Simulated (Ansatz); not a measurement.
This script makes an all-electron equation of state of LiF, space group Pm-3m with Ansatz's Python interface.

`lif_eos_lapw.py`:
```python
# -*- coding: utf-8 -*-
'''E(V) of LiF on LAPW.'''

import ansatz as az
from ase.eos import EquationOfState
from ase.units import GPa
import numpy as np

OCCUPATIONS = 'fixed'
MIXING_BETA = 0.2
TOLERANCE = 1e-05
MAX_SCF = 150
EXTRA_BANDS = 4
KGRID = (7, 7, 7)

VECTORS = np.array([
    [2.559533, 0.0, 0.0],
    [0.0, 2.559533, 0.0],
    [0.0, 0.0, 2.559533],
])
SITES = [
    ('Li', [0.0, 0.0, 0.0]),
    ('F', [0.5, 0.5, 0.5]),
]


def on_lattice(cell):
    crystal = az.Crystal(lattice=az.Lattice.of(cell))
    for symbol, position in SITES:
        crystal = crystal.atom(symbol, position)
    return crystal


def main():
    volumes, energies = [], []
    for scale in np.linspace(0.94, 1.06, 5):
        cell = VECTORS * scale ** (1 / 3)
        base = (
            on_lattice(cell).calculation()
            .functional(az.Functional.PBESOL)
            .occupations(OCCUPATIONS)
            .mixing('msr1', ndim=12, beta=MIXING_BETA)
            .scf(tolerance=TOLERANCE, max_iterations=MAX_SCF, extra_bands=EXTRA_BANDS)
            .kpoints(*KGRID)
            .pseudopotentials('all_electron', lapw=True, relativity='scalar')
        )
        data = base.run(threads=1, pin='off').report
        volumes.append(abs(np.linalg.det(cell)) / len(SITES))
        energies.append(data['free_energy_ev'] / len(SITES))
        print(f'{scale:.3f} {volumes[-1]:9.4f} A^3/atom {energies[-1]:16.5f} eV/atom  (estimated basis error {1000 * data["lapw_basis_errors"]["total_ev_per_atom"]:.2f} meV/atom)')
    v0, e0, bulk = EquationOfState(volumes, energies, eos='birchmurnaghan').fit()
    print(f'V0 = {v0:.4f} A^3/atom, B0 = {bulk / GPa:.1f} GPa')


if __name__ == '__main__':
    main()
```

Its results, one of them left out:

| V (Å³/atom) | F less the lowest row shown (meV/atom) |
| --- | --- |
| 7.881 | 0.24 |
| 8.132 | 0.00 |
| 8.384 | 3.14 |
| 8.636 | ? |
| 8.887 | 17.57 |

What is the missing energy at 8.636 Å³ an atom?

A third-order Birch-Murnaghan fit, E = E0 + (9 V0 B0 / 16) [(t - 1)³ B' + (t - 1)² (6 - 4t)] with t = (V0/V)^(2/3), through the 4 rows shown gives V0 = 8.021 Å³, B0 = 73.6 GPa, B' = 4.28 and E0 = -0.35 meV. At V = 8.636 Å³, t = 0.95200, and the fit interpolates to 9.14 meV. The run gave 9.14 meV, a miss of 0.00 meV.

Notes:
- The settings weren't tested for convergence.
- The structure comes from a database of computed cells and needn't be a stable or known phase.
- Finished in 9.3 s on 1 thread of Arm Neoverse V1 (shared host), peak memory 0.3 GiB.
